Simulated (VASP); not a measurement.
**A VASP 6.6.1 single-point calculation on PbS**

INCAR

```
ISIF = 2
GGA = PE
LWAVE = .FALSE.
LREAL = .FALSE.
LCHARG = .FALSE.
ENCUT = 520
ISMEAR = -1
LASPH = .TRUE.
NBANDS = 22
EDIFF = 1E-7
NELM = 55
PREC = Accurate
SIGMA = 0.02
IVDW = 12
IBRION = -1
NSW = 0
```

KPOINTS

```
KPOINTS created by Atomic Simulation Environment
0
Gamma
8 8 8
0 0 0
```

POSCAR

```
Pb S
 1.0000000000000000
     0.1207113021000000    3.0183269980000000    3.0183269980000000
     3.0183269980000000    0.1207113021000000    3.0183269980000000
     3.0183269980000000    3.0183269980000000    0.1207113021000000
 Pb  S
   1   1
Cartesian
  0.0000000000000000  0.0000000000000000  0.0000000000000000
  3.0786826490499988  3.0786826490499988  3.0786826490499988
```

The recommended PBE PAW datasets give the neutral cell 20 valence electrons.

Command

```
mpirun -np 1 vasp_std
```

OSZICAR

```
N       E                     dE             d eps       ncg     rms          rms(c)
DAV:   1     0.176250409365E+03    0.17625E+03   -0.91581E+03  2882   0.955E+02
DAV:   2     0.590189953035E+01   -0.17035E+03   -0.15911E+03  2984   0.293E+02
DAV:   3    -0.877708955223E+01   -0.14679E+02   -0.14518E+02  3618   0.846E+01
DAV:   4    -0.919971721931E+01   -0.42263E+00   -0.42220E+00  3484   0.143E+01
DAV:   5    -0.921442730872E+01   -0.14710E-01   -0.14709E-01  3992   0.280E+00    0.469E+00
DAV:   6    -0.872923212187E+01    0.48520E+00   -0.10569E+00  4606   0.620E+00    0.334E+00
DAV:   7    -0.872979886823E+01   -0.56675E-03   -0.13750E-01  3562   0.152E+00    0.189E+00
DAV:   8    -0.873293219916E+01   -0.31333E-02   -0.14382E-02  3460   0.102E+00    0.174E-01
DAV:   9    -0.873250249172E+01    0.42971E-03   -0.26013E-03  4472   0.357E-01    0.104E-01
DAV:  10    -0.873268002063E+01   -0.17753E-03   -0.37941E-04  3262   0.943E-02    0.843E-02
DAV:  11    -0.873269181421E+01   -0.11794E-04   -0.68930E-05  3504   0.711E-02    0.293E-02
DAV:  12    -0.873269258567E+01   -0.77145E-06   -0.30702E-06  3566   0.106E-02    0.291E-03
DAV:  13    -0.873269268807E+01   -0.10241E-06   -0.88899E-08  3202   0.216E-03    0.647E-04
DAV:  14    -0.873269269718E+01   -0.91113E-08   -0.89203E-08  2954   0.149E-03
   1 F= -.94337180E+01 E0= -.94336404E+01  d E =-.155276E-03
```

From OUTCAR

```
k-points           NKPTS =     65   k-points in BZ     NKDIM =     65   number of bands    NBANDS=     22

   NELECT =      20.0000    total number of electrons

   dimension x,y,z NGX =    32 NGY =   32 NGZ =   32
   dimension x,y,z NGXF=    64 NGYF=   64 NGZF=   64

  energy-cutoff  :      520.00
  volume of cell :       51.70
      direct lattice vectors                 reciprocal lattice vectors
     0.120711302  3.018326998  3.018326998    -0.175938510  0.169172818  0.169172818
     3.018326998  0.120711302  3.018326998     0.169172818 -0.175938510  0.169172818
     3.018326998  3.018326998  0.120711302     0.169172818  0.169172818 -0.175938510

 k-points in reciprocal lattice and weights: KPOINTS created by Atomic Simulation Env
   0.00000000  0.00000000  0.00000000       0.002
   0.12500000  0.00000000 -0.00000000       0.012
   0.25000000  0.00000000 -0.00000000       0.012
   0.37500000  0.00000000  0.00000000       0.012
   0.50000000  0.00000000 -0.00000000       0.006
   0.12500000  0.12500000  0.00000000       0.012
   0.25000000  0.12500000  0.00000000       0.023
   0.37500000  0.12500000 -0.00000000       0.023
   ...

 E-fermi :   6.0962

 k-point     1 :       0.0000    0.0000    0.0000
  band No.  band energies     occupation
      1     -10.9193      2.00000
      2     -10.9193      2.00000
      3     -10.9052      2.00000
      4     -10.8836      2.00000
      5     -10.8836      2.00000
      6      -7.7309      2.00000
      7      -0.1152      2.00000
      8       3.4150      2.00000
      9       3.8907      2.00000
     10       3.8907      2.00000
     11      11.1849      0.00000
     12      11.1849      0.00000
     13      11.2023      0.00000
     14      12.1812      0.00000
     15      12.9262      0.00000
     16      12.9262      0.00000
     17      14.6420      0.00000
     18      15.0869      0.00000
     19      15.0869      0.00000
     20      15.3287      0.00000
     21      25.1548      0.00000
     22      26.1767      0.00000

 k-point     2 :       0.1250    0.0000   -0.0000
  band No.  band energies     occupation
      1     -10.9210      2.00000
      2     -10.9108      2.00000
      3     -10.9006      2.00000
      4     -10.8879      2.00000
      5     -10.8850      2.00000
      6      -7.5925      2.00000
      7      -0.5490      2.00000
      8       3.5100      2.00000
      9       3.9175      2.00000
     10       4.1557      2.00000
     11       9.9008      0.00000
     12      10.3669      0.00000
     13      10.3864      0.00000
     14      12.6073      0.00000
     15      12.6849      0.00000
     16      13.3274      0.00000
     17      15.8901      0.00000
     18      16.0988      0.00000
     19      16.2182      0.00000
     20      16.7007      0.00000
     21      23.7472      0.00000
     22      25.1182      0.00000

 ...

  Total       0.12701     0.12701     0.12701    -0.26051    -0.26051    -0.26051
  in kB       3.93614     3.93614     3.93614    -8.07335    -8.07335    -8.07335
  external pressure =        3.94 kB  Pullay stress =        0.00 kB

 POSITION                                       TOTAL-FORCE (eV/Angst)
 -----------------------------------------------------------------------------------
      0.00000      0.00000      0.00000        -0.000000      0.000000      0.000000
      3.07868      3.07868      3.07868         0.000000     -0.000000     -0.000000
 -----------------------------------------------------------------------------------
    total drift:                                0.000000     -0.000000     -0.000000

  FREE ENERGIE OF THE ION-ELECTRON SYSTEM (eV)
  ---------------------------------------------------
  free  energy   TOTEN  =        -9.4337180073 eV

  energy  without entropy=       -9.4335627310  energy(sigma->0) =       -9.43364037
```

It converged. Results: gap between bands v and c on the k mesh -0.07 eV (bands overlap: a metal); least direct gap on the k mesh 0.25 eV; pressure 0.4 GPa. Band v is the last that the valence electrons fill when counted band by band, and c is the next.

For comparison, a separate PBE run of the intended cell, on usual settings and not on those above, gives a gap of -0.07 eV on its mesh and a pressure of 2.6 GPa.

The run above took about 55 s on one core of a shared host (Intel Xeon Platinum 8488C) and held 0.21 GiB at most.
